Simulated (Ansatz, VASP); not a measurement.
# One calculation of WS2, two programs

```xyz
3
Lattice="2.5567 0.0000 0.0000 0.0000 2.5567 0.0000 0.0000 0.0000 9.1094" Properties=species:S:1:pos:R:3 pbc="T T T"
W     1.2784    1.2784    4.5547
S     1.2784    1.2784    6.9747
S     1.2784    1.2784    2.1347
```

Change from the starting cell: volume scaled by 0.96.

Alike in both runs: task single point; functional PBE; k mesh 10 × 10 × 3; occupations fermi-dirac, width 0.05 eV; no spin polarisation.

```csv
,VASP,Ansatz
version,VASP 6.6.1,Ansatz 0.2.0
potentials or method,"VASP PAW PBE potentials, release 64 (W_sv, S), cutoff 520 eV","all-electron LAPW, scalar-relativistic"
```

|  | VASP | Ansatz | Ansatz less VASP |
| --- | --- | --- | --- |
| gap on the k mesh at the Fermi level (eV) | none | none | - |
| pressure (GPa) | 5.9 | 5.8 | -0.15 |
| largest component of the traceless stress (GPa) | 0.09 | 0.08 | -0.007 |
| rms of the force components (eV/Å) | 0.214 | 0.213 | -0.0016 |

Atom by atom the forces differ by 0.002 eV/Å (rms over components). A gap of «none» marks a metal or a gap that the smearing closes. Ansatz ran all-electron here, so the differences hold the error of VASP's frozen core and of both bases.

Caveats: this functional lacks dispersion, which binds the layers, so the pressure and a relaxed spacing across them are unreliable. Spin-orbit coupling is left out, which matters for the levels of W.
